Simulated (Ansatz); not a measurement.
# NbN: the cost of one run

Computed with Ansatz 0.2.0 (DFT r2SCAN, scalar-relativistic, plane waves, PAW, unless a step's input says otherwise).

3 further runs of the same task are left out: 1 that didn't finish, 2 set aside as unsound or not needed.

## 1. Starting point

It takes space group Fm-3m (No. 225, cubic). The conventional cell has a = 4.412 Å, b = 4.412 Å, c = 4.412 Å, α = 90.00°, β = 90.00°, γ = 90.00°. Around Nb (site symmetry m-3m) lie 6 N at 2.21 Å. N (site symmetry m-3m) has 6 Nb at 2.21 Å as nearest neighbours.

As a file:

```xyz
2
Lattice="0.0000 2.2058 2.2058 2.2058 0.0000 2.2058 2.2058 2.2058 0.0000" Properties=species:S:1:pos:R:3 pbc="T T T"
Nb    2.2058    2.2058    2.2058
N     0.0000    0.0000    0.0000
```

This cell was relaxed beforehand with the same method: volume 10.73 Å³/atom, gap on the mesh none (metal).

## 2. The undisturbed cell

The input, input.yaml:

```yaml
crystal:
  lattice:
    - [0.0, 2.2058451277, 2.2058451277]
    - [2.2058451277, 0.0, 2.2058451277]
    - [2.2058451277, 2.2058451277, 0.0]
  atoms:
    - { symbol: Nb, position: [0.5, 0.5, 0.5] }
    - { symbol: "N", position: [0.0, 0.0, 0.0] }
basis:
  ecutwfc: 500
kpoints:
  mp_grid: { grid: [24, 24, 24] }
hamiltonian:
  xc: r2scan
scf:
  occupations: { method: gaussian, width: 0.15 }
output:
  forces: true
  stress: true
  eigenvalues: true
  write_density: true
  write_potential: true
  elf: true
  volumetric_format: npy
```

Command:

```sh
> ansatz run input.yaml --threads 1 --pin off --max-ram 2560MiB --backend cpu --events-out ev --progress --plain --runs-dir out
```

What time and memory should one allow on 1 thread of Arm Neoverse V1, shared host?

About 23 s, with a peak of 0.48 GiB.
